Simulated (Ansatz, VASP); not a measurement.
# One calculation of Si, two programs

```
Si
1.0
     0.00000    2.72185    2.72185
     2.72185    0.00000    2.72185
     2.72185    2.72185    0.00000
Si
2
Direct
  0.50000 0.50000 0.50000
  0.75000 0.75000 0.75000
```

Alike in both runs: task single point; functional PBE; k mesh 4 × 4 × 4; occupations fermi-dirac, width 0.05 eV; no spin polarisation.

```csv
,VASP,Ansatz
version,VASP 6.6.1,Ansatz 0.2.0
potentials or method,"VASP PAW PBE potentials, release 64 (Si), cutoff 520 eV",all-electron PAW datasets made for the crystal
```

```csv
,VASP,Ansatz,Ansatz less VASP
gap on the k mesh at the Fermi level (eV),0.71,0.71,+0.001
least direct gap on the mesh (eV),2.54,2.54,-0.004
pressure (GPa),1.9,1.9,+0.04
```

Ansatz ran all-electron here, so the differences hold the error of VASP's frozen core and of both bases.

Caveats: the k mesh is coarse (spacing up to 0.50 Å⁻¹), so the values aren't converged. As with any semilocal functional, this PBE gap is likely too small. A k mesh can miss the band edges.
